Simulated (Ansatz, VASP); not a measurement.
One calculation of CaSe, two programs

Contents of INCAR:

```
ALGO = Normal ; EDIFF = 1E-6
ENCUT = 520 ; GGA = PS
ISIF = 2 ; ISMEAR = -1
LASPH = T ; LCHARG = T
LELF = T ; LREAL = F
LVHAR = T ; LWAVE = F
NBANDS = 15 ; NELM = 80
PREC = Accurate ; SIGMA = 0.05
```

File KPOINTS:

```
k-points
0
Gamma
  8 8 8
```

The input POSCAR:

```
CaSe
1.0
    0.0000000000      3.0139755031      3.0139755031
    3.0139755031      0.0000000000      3.0139755031
    3.0139755031      3.0139755031      0.0000000000
Se Ca
1 1
Direct
    0.5000000000      0.5000000000      0.5000000000
    0.0000000000      0.0000000000      0.0000000000
```

input.yaml

```yaml
crystal:
  lattice:
    - [0.0, 3.0139755031, 3.0139755031]
    - [3.0139755031, 0.0, 3.0139755031]
    - [3.0139755031, 3.0139755031, 0.0]
  atoms:
    - { symbol: Se, position: [0.5, 0.5, 0.5] }
    - { symbol: Ca, position: [0.0, 0.0, 0.0] }
kpoints:
  mp_grid: { grid: [8, 8, 8] }
scf:
  occupations: { method: fermi_dirac, width: 0.05 }
hamiltonian:
  xc: pbesol
  pseudopotentials: { kind: all_electron, lapw: { basis_error: 0.0005 } }
output:
  forces: true
  stress: true
  eigenvalues: true
```

Change from the starting cell: volume scaled by 1.06.

Alike in both runs: task single point; functional PBEsol; k mesh 8 × 8 × 8; occupations fermi-dirac, width 0.05 eV; no spin polarisation.

|  | VASP | Ansatz |
| --- | --- | --- |
| version | VASP 6.6.1 | Ansatz 0.2.0 |
| potentials or method | VASP PAW PBE potentials, release 64 (Se, Ca_sv) | all-electron LAPW, scalar-relativistic |
| plane-wave cutoff (eV) | 520 | see its input |

VASP gave:

- gap on the k mesh at the Fermi level (eV): 2.06
- least direct gap on the mesh (eV): 2.89
- pressure (GPa): -3.4

What did Ansatz give for the same quantities?

gap on the k mesh at the Fermi level (eV): 2.07; least direct gap on the mesh (eV): 2.89; pressure (GPa): -3.5.

Ansatz ran all-electron here, so the differences hold the error of VASP's frozen core and of both bases.

Caveats: the PAW data sets were made with another functional, which shifts forces and pressure a little (VASP). A k mesh can miss the band edges.
